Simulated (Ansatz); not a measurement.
**BAs: the cell at several levels of theory**

How does the equilibrium cell of BAs in the CsCl-type structure depend on the functional? It is relaxed with PBE and r2SCAN. This is a trial cell built on a prototype, not taken from a measured structure, and it needn't be the compound's ground state.

Code: Ansatz 0.2.0. PAW datasets, plane waves, zero pressure. No spin polarisation. The prototype was imposed, so other structures may be more stable.

1 further run of the same task is left out (for a known fault of the program).

## 1. The system as given

This is the cell as the run starts from it, not yet at rest; its lengths are not the crystal's.

It is cubic, Pm-3m (No. 221); conventional cell a = 2.632 Å, 9.12 Å³ an atom. Near B stand 8 As at 2.28 Å; near As stand 8 B at 2.28 Å.

Structure file:

Space group Pm-3m (No. 221). a = 2.632 Å, b = 2.632 Å, c = 2.632 Å, α = 90.00°, β = 90.00°, γ = 90.00°
| atom | site | symmetry | x | y | z |
| --- | --- | --- | --- | --- | --- |
| B | 1a | m-3m | 0.0000 | 0.0000 | 0.0000 |
| As | 1b | m-3m | 0.5000 | 0.5000 | 0.5000 |

## 2. PBE: cell and atoms

The input, input.yaml:

```yaml
crystal:
  lattice:
    - [2.6323269387, 0.0, 0.0]
    - [0.0, 2.6323269387, 0.0]
    - [0.0, 0.0, 2.6323269387]
  atoms:
    - { symbol: B, position: [0.0, 0.0, 0.0] }
    - { symbol: As, position: [0.5, 0.5, 0.5] }
kpoints:
  mp_grid: { grid: [8, 8, 8] }
hamiltonian:
  xc: pbe
scf:
  occupations: { method: fermi_dirac, width: 0.02 }
relax:
  f_tol: 0.005
  cell: {}
```

Launch:

```console
$ ansatz run input.yaml --threads 2 --pin off --max-ram 2211MiB --backend cpu --events-out ev --progress --plain --runs-dir out
```

Log:

```text
Warning: RAYON_NUM_THREADS=2 ignored (pool sized by the plan → 2); use --threads N
Engine: ansatz 0.2.0, x86_64-unknown-linux-gnu
Pseudopotentials: kind: paw
Pseudopotential: B, paw, valence charge 3, recommended cutoff 420 eV (normal), B.paw.azcp
Pseudopotential: As, paw, valence charge 15, recommended cutoff 420 eV (normal), As.paw.azcp
Functional definition: PBE
  parameter kappa = 0.804
  parameter beta = 0.06672455060314922
  exchange = pbe_x(kappa = kappa, mu = beta*pi^2/3)
  correlation = pbe_c(beta = beta)
Crystal: 2 atoms, lattice volume = 18.240 Å³
Basis set: ecut = 420 eV, 365 PW (Γ), exchange–correlation on 36×36×36 points (8 copies of the dense FFT grid, shifted against one another)
Bands: 13, of which v1, the nominal top of the filled ones, is band 9 counted from 1 (8 counted from 0)
Symmetry: 48 space group operations
Space group: Pm-3m (ITA 221), of the structure as read, at distance tolerance 2.6e-5 Å
k-points: 35 of 512
Non-local potential: B, projectors of the file, l = 0: 2, l = 1: 2, l = 2: 1
Non-local potential: As, projectors of the file, l = 0: 2, l = 1: 2, l = 2: 3, l = 3: 1
PAW form: soft (Blöchl's): semilocal exchange-correlation on the pseudo side does not see the compensation charge
PAW one-centre angular grid: B, 110 points (default); XC on 64 Gauss nodes
PAW one-centre angular grid: As, 590 points (default); XC on 64 Gauss nodes
Initial density: superposition of atomic densities (neutral atoms: chi_scale 0, normalization atom), corrected by the library's trained network
Initial wavefunctions: pseudopotential atomic-orbital guess
Functional: x = pbe(κ = 0.804, μ = 0.2195149727645171), c = pbe(β = 0.06672455060314922)
SCF iter   1: F=—  HF=-5007.854304 eV  |F-HF|=—  |Δ(HF+E_count)|=         —  Δρ=6.83e-3  dr2=9.01e-3  ethr=1.77e-3  ⟨swp⟩=5.3  Hψ=5434  notcnv=0
automatic band count: the SCF goes on with 17 bands, as 13 were too few: the levels above may hold too much charge
preconditioner: auto → none  [insulator: Δε(μ)=0.146 eV  Ē_g=35.472 eV  σ=0.020 eV  W_gap=0.90  n_scr=6 (ndim 8)  ℏωp=36.9 eV  f_vac=0.000  D(μ)=0.47/eV (n_scr^D=0)  ε∞_Penn≈2.1]
SCF iter   2: F=—  HF=-5007.851404 eV  |F-HF|=—  |Δ(HF+E_count)|=   2.90e-3  Δρ=1.96e-3  dr2=3.14e-4  ethr=5.00e-5  ⟨swp⟩=2.1  Hψ=1064  notcnv=0  defer=94
SCF iter   3: F=—  HF=-5007.851325 eV  |F-HF|=—  |Δ(HF+E_count)|=   7.89e-5  Δρ=9.39e-4  dr2=6.57e-5  ethr=1.74e-6  ⟨swp⟩=2.0  Hψ=946  notcnv=0  defer=94
SCF iter   4: F=—  HF=-5007.851342 eV  |F-HF|=—  |Δ(HF+E_count)|=   1.72e-5  Δρ=3.45e-4  dr2=9.06e-6  ethr=3.65e-7  ⟨swp⟩=1.0  Hψ=501  notcnv=0  defer=94
SCF iter   5: F=—  HF=-5007.851342 eV  |F-HF|=—  |Δ(HF+E_count)|=   1.68e-7  Δρ=4.83e-5  dr2=1.74e-7  ethr=5.03e-8  ⟨swp⟩=2.3  Hψ=688  notcnv=0  defer=94
SCF iter   6: F=-5007.851342 eV  HF=-5007.851342 eV  |F-HF|=1.15e-9  |Δ(HF+E_count)|=   2.49e-8  Δρ=4.01e-6  dr2=1.23e-9  ethr=5.56e-10  ⟨swp⟩=3.3  Hψ=1404  notcnv=0
SCF 1 converged in 6 iterations: F = -5007.851342 eV  dr2 = 1.23e-9
relax step   1: F+E_penalty+E_count = -5007.85134222 eV  Δ(F+E_penalty+E_count) = +0.000e0 eV  max|allowed force component| = 9.573e-31 eV/Å  Δτ_max = 0.0000 Å  P = +69.773 GPa  Ω = 18.240 Å³  (6 SCF iters, dr2 threshold 1.00e-7 eV, accepted)
Crystal: 2 atoms, lattice volume = 21.039 Å³
Basis set: ecut = 420 eV, 437 PW (Γ), exchange–correlation on 36×36×36 points (8 copies of the dense FFT grid, shifted against one another)
Bands: 17, of which v1, the nominal top of the filled ones, is band 9 counted from 1 (8 counted from 0)
Initial density: handed on by an earlier stage of this run
Initial wavefunctions: those handed on with the density
iter 1 solved again at ethr=3.09e-4 eV; its pass at ethr=3.10e-3 eV (dr2=5.56e-2 eV) is discarded
SCF iter   1: F=—  HF=-5008.675337 eV  |F-HF|=—  |Δ(HF+E_count)|=         —  Δρ=1.37e-2  dr2=5.58e-2  ethr=3.09e-4  ⟨swp⟩=1.9  Hψ=4202  notcnv=0
preconditioner: auto → none  [insulator: Δε(μ)=0.050 eV  Ē_g=17.558 eV  σ=0.020 eV  W_gap=0.55  n_scr=6 (ndim 8)  ℏωp=22.9 eV  f_vac=0.000  D(μ)=1.57/eV (n_scr^D=18)  ε∞_Penn≈2.7]
SCF iter   2: F=—  HF=-5008.660910 eV  |F-HF|=—  |Δ(HF+E_count)|=   1.44e-2  Δρ=6.30e-3  dr2=1.17e-2  ethr=3.09e-4  ⟨swp⟩=2.2  Hψ=878  notcnv=0
SCF iter   3: F=—  HF=-5008.657483 eV  |F-HF|=—  |Δ(HF+E_count)|=   3.43e-3  Δρ=4.15e-4  dr2=1.57e-5  ethr=6.49e-5  ⟨swp⟩=3.0  Hψ=1146  notcnv=0
SCF iter   4: F=—  HF=-5008.657518 eV  |F-HF|=—  |Δ(HF+E_count)|=   3.49e-5  Δρ=9.39e-5  dr2=8.13e-7  ethr=8.74e-8  ⟨swp⟩=2.0  Hψ=925  notcnv=0
iter 5 did not close the SCF: its close was put off for the readings that it lacked (scf_convergence_deferred on its scf_iter line)
SCF iter   5: F=-5008.657518 eV  HF=-5008.657518 eV  |F-HF|=2.34e-8  |Δ(HF+E_count)|=   1.18e-8  Δρ=1.16e-5  dr2=2.80e-8  ethr=4.52e-9  ⟨swp⟩=2.0  Hψ=915  notcnv=0
SCF iter   6: F=-5008.657518 eV  HF=-5008.657518 eV  |F-HF|=2.24e-10  |Δ(HF+E_count)|=   1.01e-8  Δρ=1.77e-6  dr2=1.81e-10  ethr=1.55e-10  ⟨swp⟩=1.8  Hψ=1709  notcnv=0
SCF 2 converged in 6 iterations: F = -5008.657518 eV  dr2 = 1.81e-10
relax step   2: F+E_penalty+E_count = -5008.65751829 eV  Δ(F+E_penalty+E_count) = -8.062e-1 eV  max|allowed force component| = 3.451e-31 eV/Å  Δτ_max = 0.0000 Å  P = +27.370 GPa  Ω = 21.039 Å³  energy of the carried Pulay correction = -2.253e-3 eV  (6 SCF iters, dr2 threshold 2.00e-7 eV, accepted)
Crystal: 2 atoms, lattice volume = 23.345 Å³
Basis set: ecut = 420 eV, 461 PW (Γ), exchange–correlation on 36×36×36 points (8 copies of the dense FFT grid, shifted against one another)
iter 1 solved again at ethr=1.14e-4 eV; its pass at ethr=3.10e-3 eV (dr2=2.06e-2 eV) is discarded
SCF iter   1: F=—  HF=-5008.910340 eV  |F-HF|=—  |Δ(HF+E_count)|=         —  Δρ=7.66e-3  dr2=2.07e-2  ethr=1.14e-4  ⟨swp⟩=1.9  Hψ=4246  notcnv=0
preconditioner: auto → none  [metal: Δε(μ)=0.047 eV  Ē_g=16.424 eV  σ=0.020 eV  W_gap=0.42  n_scr=6 (ndim 8)  ℏωp=21.7 eV  f_vac=0.000  D(μ)=1.14/eV (n_scr^D=6)]
SCF iter   2: F=—  HF=-5008.905245 eV  |F-HF|=—  |Δ(HF+E_count)|=   5.09e-3  Δρ=3.52e-3  dr2=4.36e-3  ethr=1.14e-4  ⟨swp⟩=2.1  Hψ=873  notcnv=0
SCF iter   3: F=—  HF=-5008.904026 eV  |F-HF|=—  |Δ(HF+E_count)|=   1.22e-3  Δρ=2.56e-4  dr2=7.91e-6  ethr=2.42e-5  ⟨swp⟩=3.0  Hψ=1118  notcnv=0
SCF iter   4: F=—  HF=-5008.904078 eV  |F-HF|=—  |Δ(HF+E_count)|=   5.24e-5  Δρ=1.27e-4  dr2=1.23e-6  ethr=4.39e-8  ⟨swp⟩=2.0  Hψ=908  notcnv=0
iter 5 did not close the SCF: its close was put off for the readings that it lacked (scf_convergence_deferred on its scf_iter line)
SCF iter   5: F=-5008.904080 eV  HF=-5008.904080 eV  |F-HF|=1.13e-7  |Δ(HF+E_count)|=   1.54e-6  Δρ=1.87e-5  dr2=9.39e-8  ethr=6.81e-9  ⟨swp⟩=2.3  Hψ=724  notcnv=0
SCF iter   6: F=-5008.904080 eV  HF=-5008.904080 eV  |F-HF|=3.09e-9  |Δ(HF+E_count)|=   3.14e-8  Δρ=2.83e-6  dr2=1.69e-9  ethr=5.22e-10  ⟨swp⟩=3.0  Hψ=2140  notcnv=0
SCF 3 converged in 6 iterations: F = -5008.904080 eV  dr2 = 1.69e-9
relax step   3: F+E_penalty+E_count = -5008.90407986 eV  Δ(F+E_penalty+E_count) = -2.466e-1 eV  max|allowed force component| = 2.219e-31 eV/Å  Δτ_max = 0.0000 Å  P = +8.518 GPa  Ω = 23.345 Å³  energy of the carried Pulay correction = -3.882e-3 eV  (6 SCF iters, dr2 threshold 2.00e-7 eV, accepted)
[... 11 lines left out ...]
relax step   4: F+E_penalty+E_count = -5008.94193230 eV  Δ(F+E_penalty+E_count) = -3.785e-2 eV  max|allowed force component| = 5.752e-32 eV/Å  Δτ_max = 0.0000 Å  P = +2.092 GPa  Ω = 24.560 Å³  energy of the carried Pulay correction = -4.672e-3 eV  (6 SCF iters, dr2 threshold 2.00e-7 eV, accepted)
[... 12 lines left out ...]
relax step   5: F+E_penalty+E_count = -5008.94446092 eV  Δ(F+E_penalty+E_count) = -2.529e-3 eV  max|allowed force component| = 3.698e-31 eV/Å  Δτ_max = 0.0000 Å  P = -0.188 GPa  Ω = 25.038 Å³  energy of the carried Pulay correction = -4.970e-3 eV  (6 SCF iters, dr2 threshold 2.00e-7 eV, accepted)
[... 13 lines left out ...]
relax step   6: F+E_penalty+E_count = -5008.94450918 eV  Δ(F+E_penalty+E_count) = -4.826e-5 eV  max|allowed force component| = 2.383e-31 eV/Å  Δτ_max = 0.0000 Å  P = +0.001 GPa  Ω = 24.998 Å³  energy of the carried Pulay correction = -4.946e-3 eV  (6 SCF iters, dr2 threshold 8.85e-8 eV, accepted)
[... 11 lines left out ...]
relax step   7: F+E_penalty+E_count = -5008.96074314 eV  Δ(F+E_penalty+E_count) = -1.623e-2 eV  max|allowed force component| = 9.039e-32 eV/Å  Δτ_max = 0.0000 Å  P = +0.800 GPa  Ω = 24.998 Å³  stress off target by 8.00e-1 GPa  SCF on the basis re-selected at this cell (its energy is not comparable with the rows above)  (6 SCF iters)
[... 14 lines left out ...]
relax step   8: F+E_penalty+E_count = -5008.96109232 eV  Δ(F+E_penalty+E_count) = -3.492e-4 eV  max|allowed force component| = 1.068e-31 eV/Å  Δτ_max = 0.0000 Å  P = +0.054 GPa  Ω = 25.168 Å³  energy of the carried Pulay correction = -1.011e-4 eV  (6 SCF iters, dr2 threshold 2.00e-7 eV, accepted)
[... 13 lines left out ...]
relax step   9: F+E_penalty+E_count = -5008.96108690 eV  Δ(F+E_penalty+E_count) = +5.420e-6 eV  max|allowed force component| = 5.588e-31 eV/Å  Δτ_max = 0.0000 Å  P = +0.000 GPa  Ω = 25.180 Å³  energy of the carried Pulay correction = -1.086e-4 eV  (6 SCF iters, dr2 threshold 7.18e-9 eV, accepted)
iter 1 solved again at ethr=2.34e-8 eV; its pass at ethr=3.10e-3 eV (dr2=4.20e-6 eV) is discarded
SCF iter   1: F=—  HF=-5008.961198 eV  |F-HF|=—  |Δ(HF+E_count)|=         —  Δρ=1.11e-5  dr2=4.29e-9  ethr=2.34e-8  ⟨swp⟩=2.9  Hψ=4443  notcnv=0
preconditioner: auto → none  [insulator: Δε(μ)=0.124 eV  Ē_g=15.651 eV  σ=0.020 eV  W_gap=0.86  n_scr=6 (ndim 8)  ℏωp=20.9 eV  f_vac=0.000  D(μ)=1.28/eV (n_scr^D=18)  ε∞_Penn≈2.8]
SCF iter   2: F=—  HF=-5008.961205 eV  |F-HF|=—  |Δ(HF+E_count)|=   7.57e-6  Δρ=6.06e-6  dr2=1.50e-9  ethr=2.38e-11  ⟨swp⟩=2.0  Hψ=916  notcnv=0
SCF iter   3: F=—  HF=-5008.961205 eV  |F-HF|=—  |Δ(HF+E_count)|=   6.82e-9  Δρ=1.86e-6  dr2=1.24e-10  ethr=8.32e-12  ⟨swp⟩=2.0  Hψ=731  notcnv=0
iter 4 did not close the SCF: its close was put off for the readings that it lacked (scf_convergence_deferred on its scf_iter line)
SCF iter   4: F=-5008.961205 eV  HF=-5008.961205 eV  |F-HF|=9.09e-13  |Δ(HF+E_count)|=  7.38e-10  Δρ=1.62e-7  dr2=3.16e-12  ethr=1.00e-12  ⟨swp⟩=2.9  Hψ=913  notcnv=0
iter 5 did not close the SCF: its close was put off for the readings that it lacked (scf_convergence_deferred on its scf_iter line)
SCF iter   5: F=-5008.961205 eV  HF=-5008.961205 eV  |F-HF|=1.82e-12  |Δ(HF+E_count)|=  9.09e-13  Δρ=1.05e-8  dr2=1.13e-14  ethr=1.00e-12  ⟨swp⟩=1.0  Hψ=595  notcnv=0
iter 6 did not close the SCF: its close was put off for the readings that it lacked (scf_convergence_deferred on its scf_iter line)
SCF iter   6: F=-5008.961205 eV  HF=-5008.961205 eV  |F-HF|=1.82e-12  |Δ(HF+E_count)|=    0.00e0  Δρ=2.57e-9  dr2=4.58e-16  ethr=1.00e-12  ⟨swp⟩=1.0  Hψ=595  notcnv=0
iter 7 did not close the SCF: its close was put off for the readings that it lacked (scf_convergence_deferred on its scf_iter line)
SCF iter   7: F=-5008.961205 eV  HF=-5008.961205 eV  |F-HF|=9.09e-13  |Δ(HF+E_count)|=    0.00e0  Δρ=2.32e-10  dr2=4.91e-18  ethr=1.00e-12  ⟨swp⟩=1.0  Hψ=595  notcnv=0
SCF iter   8: F=-5008.961205 eV  HF=-5008.961205 eV  |F-HF|=0.00e0  |Δ(HF+E_count)|=    0.00e0  Δρ=4.37e-11  dr2=3.65e-19  ethr=1.00e-12  ⟨swp⟩=1.1  Hψ=1341  notcnv=0
SCF 10 converged in 8 iterations: F = -5008.961205 eV  dr2 = 3.65e-19
relax step  10: F+E_penalty+E_count = -5008.96120508 eV  Δ(F+E_penalty+E_count) = -1.182e-4 eV  max|allowed force component| = 9.861e-31 eV/Å  Δτ_max = 0.0000 Å  P = +0.000 GPa  Ω = 25.180 Å³  stress off target by 6.15e-5 GPa  SCF on the basis re-selected at this cell (its energy is not comparable with the rows above)  (8 SCF iters)
basis re-selected at this cell: Δ(F+E_penalty+E_count) = -1.182e-4 eV, ΔP = -0.000 GPa vs the last step (what re-selecting the basis moved, of the pressure what is left beyond the Pulay correction that the steps carried, after the strain that the cell walked since its last selection, with what the two solves' SCF thresholds leave and, on support functions, any second-order correction that the steps lacked; it is no measure of the basis error at this ecutwfc). This SCF's stress stands 6.15e-5 GPa from its target on what of the cell is left free (relax.cell.stress_tol is 5.00e-2 GPa) and its largest allowed force component is 9.86e-31 eV/Å (relax.f_tol is 5.00e-3 eV/Å): within both
SCF converged after 8 iterations
Free energy (F): -5008.961205 eV
Harris-Foulkes:  -5008.961205 eV  (|F-HF|=0.00e0)
Internal energy: -5008.959301 eV  (E = F + TS)
E sigma→0 (E₀):  -5008.960253 eV
Entropy (-TS):   -0.001904 eV (-0.952 meV/atom)
Fermi energy:    12.713587 eV
--- Per-component energies (eV) ---
  E_band       = -183.056682
  E_kinetic    = 143.329020
  E_local      = -1544.573474  (includes V_loc(G=0)·N_el)
  E_nonlocal   = -656.645595
  E_hartree    = 880.019948
  E_xc         = -109.871744
  E_vxc        = -115.518592  (∫ρ·V_xc dr)
  E_paw        = -1913.038901  (= ΣΔE_a)
  E_vpaw       = 230.312057  (= ΣTr[D̂ρ^β])
  E_aug_tail   = 0.000006  (compensation charges beyond the density's cutoff)
  E_ewald      = -1808.178561
  E_smearing   = -0.001904  (= −TS)
  E_closure    = -0.000000  (closes the sum)
  Σ components = -5008.961205   (vs F -5008.961205, Δ=0.00e0)
--- Forces (eV/Å), atoms counted from 1 ---
  atom   1  B      0.00000000    -0.00000000    -0.00000000
  atom   2  As    -0.00000000     0.00000000     0.00000000
  max |Σ_I F_I| component: 3.94e-31 eV/Å
--- Stress (GPa, compression-positive) ---
        0.000061      -0.000000       0.000000
       -0.000000       0.000061       0.000000
        0.000000       0.000000       0.000061
  P = ⅓ Tr σ = 0.0001 GPa (0.001 kbar)
--- Relaxed structure (8 steps of the walk, 8 accepted, 2 SCFs on fresh bases) ---
  F+E_penalty+E_count = -5008.96120508 eV   max|allowed force component| = 9.861e-31 eV/Å   (the final SCF, on the basis selected at the relaxed cell)
  cell:  # Å, volume = 25.1800 Å³
    - [2.9310173972448035, 1.282927060844254e-49, -3.3382785702712086e-33]
    - [-2.5679065925163143e-34, 2.9310173972448035, -1.79753461476142e-33]
    - [-3.851859888774472e-33, -1.79753461476142e-33, 2.9310173972448035]
  atoms:
    - { symbol: B, position: [-3.902108898045254e-34, -9.145567729794473e-36, 3.658227091917314e-35] }
    - { symbol: As, position: [0.49999999999999994, 0.49999999999999994, 0.49999999999999994] }
```

Wall time 5.6 s (2 threads of an x86-64 CPU, shared host); peak memory 0.35 GiB.

Ionic steps:

| step | energy change (meV/atom) | largest force (eV/Å) | pressure (GPa) | volume (Å³/atom) |
| --- | --- | --- | --- | --- |
| 1 | 0.0 | 0.0000 | 69.77 | 9.120 |
| 2 | -403.1 | 0.0000 | 27.37 | 10.520 |
| 3 | -526.4 | 0.0000 | 8.52 | 11.673 |
| 4 | -545.3 | 0.0000 | 2.09 | 12.280 |
| 5 | -546.6 | 0.0000 | -0.19 | 12.519 |
| 6 | -546.6 | 0.0000 | 0.00 | 12.499 |
| 7 | -554.7 | 0.0000 | 0.80 | 12.499 |
| 8 | -554.9 | 0.0000 | 0.05 | 12.584 |
| 9 | -554.9 | 0.0000 | 0.00 | 12.590 |
| 10 | -554.9 | 0.0000 | 0.00 | 12.590 |

Steps 7, 10 solve the same cell on a plane-wave basis chosen anew, so the energy can jump there without a move.

The table lists every geometry solved, with passes on a fresh basis, whose energies don't compare exactly with the rows above.

```
                       before   after    change
                a (Å)   2.632   2.931  +11.35 %
     volume (Å³/atom)   9.120  12.590  +38.05 %
shortest distance (Å)   2.280   2.538  +11.35 %
          space group   Pm-3m   Pm-3m      same
```

## 3. Relaxation with r2SCAN

It starts from the cell of step 2.

Changes to input.yaml since step 2:

```diff
@@ -2,5 +2,5 @@
   lattice:
-    - [2.6323269387, 0.0, 0.0]
-    - [0.0, 2.6323269387, 0.0]
-    - [0.0, 0.0, 2.6323269387]
+    - [2.9310173972, 0.0, 0.0]
+    - [0.0, 2.9310173972, 0.0]
+    - [0.0, 0.0, 2.9310173972]
   atoms:
@@ -11,3 +11,3 @@
 hamiltonian:
-  xc: pbe
+  xc: r2scan
 scf:
```

Launch:

```console
$ ansatz run input.yaml --threads 2 --pin off --max-ram 2211MiB --backend cpu --events-out ev --progress --plain --runs-dir out
```

Log, shortened:

```text
Warning: RAYON_NUM_THREADS=2 ignored (pool sized by the plan → 2); use --threads N
[...]
[... 1 set-up line as earlier in the session ...]
Pseudopotential: B, paw, valence charge 3, recommended cutoff 500 eV (meta_gga), B.paw.azcp
Pseudopotential: As, paw, valence charge 15, recommended cutoff 500 eV (meta_gga), As.paw.azcp
Functional definition: r2SCAN
[...]
Crystal: 2 atoms, lattice volume = 25.180 Å³
Basis set: ecut = 500 eV, 619 PW (Γ), exchange–correlation on 96×96×96 points (64 copies of the dense FFT grid, shifted against one another)
Bands: 13, of which v1, the nominal top of the filled ones, is band 9 counted from 1 (8 counted from 0)
[... 1 set-up line as earlier in the session ...]
Space group: Pm-3m (ITA 221), of the structure as read, at distance tolerance 2.9e-5 Å
k-points: 35 of 512
[...]
E sigma→0 (E₀):  -5017.666409 eV
Entropy (-TS):   -0.002843 eV (-1.421 meV/atom)
Fermi energy:    12.825354 eV
[...]
--- Forces (eV/Å), atoms counted from 1 ---
  atom   1  B     -0.00000000     0.00000000    -0.00000000
  atom   2  As     0.00000000    -0.00000000    -0.00000000
[...]
--- Stress (GPa, compression-positive) ---
        0.021552      -0.000000       0.000000
       -0.000000       0.021552       0.000000
        0.000000       0.000000       0.021552
  P = ⅓ Tr σ = 0.0216 GPa (0.216 kbar)
--- Relaxed structure (2 steps of the walk, 2 accepted, 1 SCFs on fresh bases) ---
  F+E_penalty+E_count = -5017.66783079 eV   max|allowed force component| = 4.930e-32 eV/Å   (the final SCF, on the basis selected at the relaxed cell)
  cell:  # Å, volume = 25.0293 Å³
    - [2.9251576917883266, 1.1234591342258874e-34, -3.209883240645393e-35]
    - [1.6049416203226965e-35, 2.9251576917883266, 0.0]
    - [-3.209883240645393e-35, 0.0, 2.9251576917883266]
  atoms:
    - { symbol: B, position: [-5.989063384287269e-37, -2.769789786219637e-141, 1.0053823416929744e-87] }
    - { symbol: As, position: [0.5, 0.5, 0.5] }
```

It took 4.2 s on 2 threads of an x86-64 CPU, shared host; peak memory 0.41 GiB.

The steps:

| step | energy change (meV/atom) | largest force (eV/Å) | pressure (GPa) | volume (Å³/atom) |
| --- | --- | --- | --- | --- |
| 1 | 0.0 | 0.0000 | -0.57 | 12.590 |
| 2 | -0.1 | 0.0000 | 0.02 | 12.515 |
| 3 | -0.1 | 0.0000 | 0.02 | 12.515 |

The table lists every geometry solved, with passes on a fresh basis, whose energies don't compare exactly with the rows above.

```
                       before   after   change
                a (Å)   2.931   2.925  -0.20 %
     volume (Å³/atom)  12.590  12.515  -0.60 %
shortest distance (Å)   2.538   2.533  -0.20 %
          space group   Pm-3m   Pm-3m     same
```

## 4. Results

```
 level  a (Å)  volume (Å³/atom)  space group  SCF geometries
   PBE  2.931            12.590        Pm-3m              10
r2SCAN  2.925            12.515        Pm-3m               3
```

The first relaxation changed the volume by +38.0 % from the start. r2SCAN gives the smallest cell and PBE the largest; they differ by 0.6 % in volume, a mean of 0.2 % in length.
